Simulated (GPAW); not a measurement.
BN in GPAW: the effect of functional

The system is BN.

```xyz
2
Lattice="0.0000 1.8130 1.8130 1.8130 0.0000 1.8130 1.8130 1.8130 0.0000" Properties=species:S:1:pos:R:3 pbc="T T T"
N     0.9065    0.9065    0.9065
B     0.0000    0.0000    0.0000
```

The cell is a database's computed one.

Alike in all runs:

* Program: GPAW 26.7.0
* Task: dielectric tensor
* Cutoff: 600 eV
* Basis: pw
* k mesh: 10 × 10 × 10
* Occupations: fermi-dirac, width 0.001 eV
* Spin: no spin polarisation

One run gave: dielectric constant 4.24 mean. Which functional did it use?
A. RPBE
B. LDA
C. GLLB-SC
D. AM05
E. PBEsol

C.

```tsv
functional	potentials or basis	dielectric constant (mean)
LDA	the program's PAW data sets (release 1.2.1) made for this functional	4.57
RPBE	the program's PAW data sets (release 1.2.1) made for this functional	4.50
GLLB-SC	the program's PAW data sets (release 1.2.1) made for this functional	4.24
AM05	PAW data sets generated in the run's folder for this functional	4.58
PBEsol	PAW data sets generated in the run's folder for this functional	4.59
```

Caveats: the long-wavelength limit can be off by a per cent or two; a model potential gives levels but no total energy (some runs); response on these states lacks terms of the Hamiltonian (some runs).

Not every run made on this cell is shown here.
